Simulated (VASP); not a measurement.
## Na: single point with PBEsol

The system is Na.

```xyz
1
Lattice="-1.8883 1.8883 2.6373 1.8883 -1.8883 2.6373 1.8883 1.8883 -2.6373" Properties=species:S:1:pos:R:3 pbc="T T T"
Na    0.0000    0.0000    0.0000
```

This isn't the form of Na at room conditions, which is bcc.

| Item | Value |
| --- | --- |
| Program | VASP 6.6.1 |
| Task | single point |
| Functional | PBEsol |
| Potentials or basis | VASP PAW PBE potentials, release 64 (Na_pv) |
| Cutoff | 520 eV |
| k mesh | 20 × 20 × 20 |
| Occupations | gaussian, width 0.15 eV |
| Spin | no spin polarisation |
| Dipole correction | no |
| Further INCAR settings | ALGO = Fast; EDIFF = 1e-06; NBANDS = 10 |

The pressure is -0.2 GPa and the band gap on the k mesh is none (metal or under the smearing width).

Levels at points of the mesh, in eV from the Fermi level:
```tsv
k point	band 2	band 3	band 4	band 5	band 6	band 7
(0.00, 0.00, 0.00)	-24.81	-24.81	-3.26	10.98	10.98	11.02
(0.50, 0.00, 0.00)	-24.81	-24.81	0.53	0.94	9.95	10.12
(0.50, 0.50, 0.00)	-24.82	-24.82	1.69	2.25	6.25	7.09
(0.50, 0.50, 0.50)	-24.82	-24.82	1.82	2.37	6.14	6.96
```

Wall time 3.5 min on 1 thread of Intel(R) Xeon(R) Platinum 8488C (Sapphire Rapids), on a shared host, peak memory 0.3 GiB.

Caveat: the PAW data sets were made with another functional, which shifts forces and pressure a little.
